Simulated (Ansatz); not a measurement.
CO on the (110) surface of TiO$_{2}$, space group P4_2/mnm (No. 136) (top face towards +c; held atoms: 1, 2, 3, 4, 5, 6, 7, 8, 9, 10, 11, 12), one molecule per 38.5 Å². Starting structure (flat, lowest atom C over a hollow over Ti site; the molecule's atoms stand last):

```yaml
crystal:
  lattice:
    - [5.90853, 0.00000, 0.00000]
    - [0.00000, 6.51694, 0.00000]
    - [0.00000, 0.00000, 23.80816]
  atoms:
    - { symbol: O, position: [0.00000, 0.00000, 0.33602] }
    - { symbol: O, position: [0.50000, 0.00000, 0.33602] }
    - { symbol: Ti, position: [0.00000, 0.50000, 0.38957] }
    - { symbol: Ti, position: [0.50000, 0.50000, 0.38957] }
    - { symbol: Ti, position: [0.25000, 0.00000, 0.38957] }
    - { symbol: Ti, position: [0.75000, 0.00000, 0.38957] }
    - { symbol: O, position: [0.25000, 0.30438, 0.38957] }
    - { symbol: O, position: [0.75000, 0.30438, 0.38957] }
    - { symbol: O, position: [0.25000, 0.69562, 0.38957] }
    - { symbol: O, position: [0.75000, 0.69562, 0.38957] }
    - { symbol: O, position: [0.00000, 0.00000, 0.44311] }
    - { symbol: O, position: [0.50000, 0.00000, 0.44311] }
    - { symbol: O, position: [0.00000, 0.50000, 0.46729] }
    - { symbol: O, position: [0.50000, 0.50000, 0.46729] }
    - { symbol: Ti, position: [0.00000, 0.00000, 0.51880] }
    - { symbol: Ti, position: [0.50000, 0.00000, 0.51880] }
    - { symbol: Ti, position: [0.25000, 0.50000, 0.53051] }
    - { symbol: Ti, position: [0.75000, 0.50000, 0.53051] }
    - { symbol: O, position: [0.25000, 0.81159, 0.53176] }
    - { symbol: O, position: [0.75000, 0.81159, 0.53176] }
    - { symbol: O, position: [0.25000, 0.18841, 0.53176] }
    - { symbol: O, position: [0.75000, 0.18841, 0.53176] }
    - { symbol: O, position: [0.00000, 0.50000, 0.57544] }
    - { symbol: O, position: [0.50000, 0.50000, 0.57544] }
    - { symbol: C, position: [0.75000, 0.50000, 0.65735] }
    - { symbol: O, position: [0.90112, 0.38878, 0.65735] }
```

Theory: DFT PBE+D3(BJ), scalar-relativistic, plane waves, PAW (Ansatz). Cutoff 420 eV; k points 3×3×1 on the computed 26-atom cell (Γ-centred); Gaussian smearing, width 0.05 eV; no spin polarisation. The cell repeats along c with a dipole correction in the vacuum.

E_ads is per molecule, from the clean relaxed slab and the free relaxed molecule; negative means bound; no zero-point or thermal terms, forces under 0.04 eV/Å, and the free molecule is spin-polarised where open-shell. Heights count from the highest slab atom.

Q: How strongly does it adsorb?

A: -0.17 eV.

Q: Does the molecule survive, and how close does it come to the surface?

A: It stays whole. Its lowest atom lies 1.97 Å over the highest slab atom; shortest contacts O–O 3.08 Å.

Q: How does the dipole along +c change?

A: The dipole changes by -0.006 e·Å a cell.

Each end is the local minimum that its start leads to.